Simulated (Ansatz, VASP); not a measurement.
**CdS: VASP beside Ansatz**

```xyz
2
Lattice="0.0000 2.7532 2.7532 2.7532 0.0000 2.7532 2.7532 2.7532 0.0000" Properties=species:S:1:pos:R:3 pbc="T T T"
Cd    0.0000    0.0000    0.0000
S     2.7532    2.7532    2.7532
```

Measurements of this composition are mostly on another form, of space group No. 186.

Alike in both runs: functional PBEsol; k mesh 6 × 6 × 6; occupations fermi-dirac, width 0.05 eV; non-collinear spin, spin-orbit coupling.

|  | VASP | Ansatz |
| --- | --- | --- |
| version | VASP 6.6.1 | Ansatz 0.2.0 |
| potentials or method | VASP PAW PBE potentials, release 64 (Cd, S) | Ansatz PAW |
| plane-wave cutoff (eV) | 520 | 420 |
| valence electrons in the cell | 18 | 26 |
| task | single point | band structure |

```csv
,VASP,Ansatz,Ansatz less VASP
gap on the k mesh at the Fermi level (eV),0.13,0.13,+0.005
least direct gap on the mesh (eV),1.38,1.40,+0.022
pressure (GPa),-4.0,-4.4,-0.43
net moment per atom (μB),0.00,0.00,0.000
```

With one functional, cell and mesh, what is left measures potentials, basis and numerics. The two sets of potentials don't hold the same shells in valence.

Caveats: the PAW data sets were made with another functional, which shifts forces and pressure a little (VASP); the PAW data sets come from PBE, with cores solved anew for the run's functional, which leaves a small shift of forces and pressure (Ansatz).
